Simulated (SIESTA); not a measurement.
Crystal: GaSb.

```
CELL_PARAMETERS angstrom
0.00000 3.05900 3.05900
3.05900 0.00000 3.05900
3.05900 3.05900 0.00000
ATOMIC_POSITIONS crystal
Sb 0.75000 0.75000 0.75000
Ga 0.00000 0.00000 0.00000
```

Base run:

```yaml
Program: SIESTA 5.4.2
Functional: PBE
Potentials_or_basis: PseudoDojo 0.4 standard (PBE files)
Basis: DZP (energy shift 0.002 Ry; radii capped at 9.5 bohr)
Grid_cutoff: 800 Ry
Energy_shift: 0.002 Ry
k_mesh: 8 × 8 × 8
Occupations: fermi-dirac, width 0.05 eV
Spin: no spin polarisation
```

Its results: band gap on the k mesh none (metal or under the smearing width); pressure 3.4 GPa.

Question: After a change of settings the same cell gave: band gap on the k mesh 0.17 eV, direct; pressure 4.6 GPa. Which change was it?
A. functional from PBE to revPBE
B. functional from PBE to SOGGA; potentials or basis from PseudoDojo 0.4 standard (PBE files) to PseudoDojo 0.4 standard (PBEsol files)
C. basis from DZP (energy shift 0.002 Ry; radii capped at 9.5 bohr) to SZ (energy shift 0.002 Ry; radii capped at 9.5 bohr)
D. basis from DZP (energy shift 0.002 Ry; radii capped at 9.5 bohr) to DZ (energy shift 0.002 Ry; radii capped at 9.5 bohr)

Answer: A.

revPBE binds less tightly than PBE, so the same cell stands under more pressure.

Caveats: semicore shells carry a single zeta, which can move pressures by several GPa and volumes by a few percent; the basis of atomic orbitals isn't converged, which shifts pressures, moduli and gaps; the potentials were made for another functional, which shifts forces and pressure (some runs); spin-orbit coupling is left out, which moves the levels of the heavy elements (some runs).

Not every run made on this cell is shown here.
